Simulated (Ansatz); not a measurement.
**How settings move the G0W0 gap of PbS (zincblende)**

PbS (zincblende), relaxed with r2SCAN; one-shot G0W0 in Ansatz without spin-orbit coupling. The calculation is spin-unpolarised, and the structure need not be a phase that has been made.

```
Pb S
1.0
     0.00000    3.30098    3.30098
     3.30098    0.00000    3.30098
     3.30098    3.30098    0.00000
Pb S
1 1
Direct
  0.00000 0.00000 0.00000
  0.25000 0.25000 0.25000
```

Gaps are read over the mesh points alone. G0W0 here is at a finite number of bands, screening cutoff and k mesh, not at the basis limit.
```
 start       potentials      frequency model   mesh  empty bands  screening cutoff (eV)  Kohn-Sham gap (eV)  G0W0 gap (eV)        rough cost
   PBE              PAW  contour deformation  4×4×4          116                     80                0.80           1.10   15 core-seconds
   PBE              PAW  contour deformation  4×4×4          270                    140                0.80           1.23   60 core-seconds
   PBE              PAW  contour deformation  4×4×4          497                    210                0.80           1.33    5 core-minutes
 HSE06              PAW  contour deformation  4×4×4          270                    140                1.29           1.48  2.2 core-minutes
   LDA              PAW  contour deformation  4×4×4          270                    140                0.62           1.23   60 core-seconds
r2SCAN              PAW  contour deformation  4×4×4          270                    140                0.95           1.35   80 core-seconds
   PBE              PAW     Godby-Needs pole  4×4×4          270                    140                0.80           1.14   70 core-seconds
   PBE              PAW  contour deformation  6×6×6          116                     80                0.91           1.21   90 core-seconds
   PBE  norm-conserving  contour deformation  4×4×4          270                    140                0.80           1.23  100 core-seconds
```

Over the mesh points the PBE gap of 0.80 eV becomes a quasiparticle gap of 1.33 eV (W to X), a change of +0.53 eV. Renormalisation factors Z lie between 0.66 and 0.78.

Raising bands and cutoff together moves the gap by +0.13 eV (80 to 140 eV), then +0.10 eV (140 to 210 eV); the last step is still large, so the basis limit isn't reached. Starting from HSE06 (1.29 eV against PBE's 0.80 eV) gives 1.48 eV, +0.25 eV from G0W0@PBE at the same screening cutoff. Starting from LDA (0.62 eV against PBE's 0.80 eV) gives 1.23 eV, 0.00 eV from G0W0@PBE at the same screening cutoff. Starting from r2SCAN (0.95 eV against PBE's 0.80 eV) gives 1.35 eV, +0.12 eV from G0W0@PBE at the same screening cutoff. The Godby-Needs plasmon pole differs from contour deformation by -0.09 eV. A 6×6×6 mesh in place of 4×4×4 changes the opening over PBE by +0.01 eV (the gap on the mesh by +0.11 eV, the PBE gap by +0.11 eV). Norm-conserving potentials (wave cutoff 850 eV against 420 eV) shift the quasiparticle gap by 0.00 eV and the PBE gap by 0.00 eV. r2SCAN runs take a wave cutoff of 500 eV.
